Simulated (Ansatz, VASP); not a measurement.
# Si2Mo: VASP beside Ansatz

```xyz
9
Lattice="4.4021 0.0000 0.0000 -2.2010 3.9711 0.0000 0.0000 0.0000 6.5798" Properties=species:S:1:pos:R:3 pbc="T T T"
Mo    1.1005    1.9856    5.4831
Mo   -1.1005    1.9856    1.0966
Mo    2.2010    0.0000    3.2899
Si    0.0000    1.3015    3.2899
Si    1.1190    3.3204    1.0966
Si    3.3200    0.6508    5.4831
Si    2.2010    2.6696    3.2899
Si    1.0821    0.6508    1.0966
Si   -1.1190    3.3204    5.4831
```

Change from the starting cell: strain = -0.04.

Alike in both runs: task single point; functional PBE; k mesh 5 × 5 × 3; occupations fermi-dirac, width 0.05 eV; no spin polarisation.

```csv
,VASP,Ansatz
version,VASP 6.6.1,Ansatz 0.2.0
potentials or method,"VASP PAW PBE potentials, release 64 (Mo_sv, Si)",Ansatz PAW
plane-wave cutoff (eV),520,420
valence electrons in the cell,66,66
```

```tsv
	VASP	Ansatz	Ansatz less VASP
gap on the k mesh at the Fermi level (eV)	0.70	0.70	+0.003
least direct gap on the mesh (eV)	0.97	0.97	+0.001
pressure (GPa)	13.8	13.6	-0.18
largest component of the traceless stress (GPa)	10.37	10.36	-0.010
rms of the force components (eV/Å)	0.022	0.024	+0.0016
```

Atom by atom the forces differ by 0.002 eV/Å (rms over components). The functional is the same, so the differences come from potentials, cutoffs and numerics.

Caveats: an odd mesh through Γ misses points on the zone boundary, where band edges often lie (VASP); odd divisions of the mesh miss points on the zone boundary, where band edges often lie, so the gap on the mesh can be too wide (Ansatz).
